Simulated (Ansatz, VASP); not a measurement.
Two plane-wave programs on BN

```xyz
4
Lattice="2.5077 0.0000 0.0000 -1.2539 2.1717 0.0000 0.0000 0.0000 32.6141" Properties=species:S:1:pos:R:3 pbc="T T T"
B     1.2539    0.7239   14.6299
B     0.0000    1.4478   17.9842
N     0.0000    1.4478   14.6284
N     1.2539    0.7239   17.9857
```

Alike in both runs: task single point; functional LDA; k mesh 12 × 12 × 1; occupations gaussian, width 0.02 eV; no spin polarisation.

|  | VASP | Ansatz |
| --- | --- | --- |
| version | VASP 6.6.1 | Ansatz 0.2.0 |
| potentials or method | VASP PAW LDA potentials, release 64 (B, N) | scalar-relativistic, plane waves, PAW |
| plane-wave cutoff (eV) | 520 | 420 |
| valence electrons in the cell | 16 | 16 |

```tsv
	VASP	Ansatz	Ansatz less VASP
gap on the k mesh at the Fermi level (eV)	4.33	4.34	+0.015
least direct gap on the mesh (eV)	4.59	4.60	+0.009
rms of the force components (eV/Å)	0.009	0.009	-0.0001
```

Ansatz warned: «xc_potential_rough_in_thin_density».
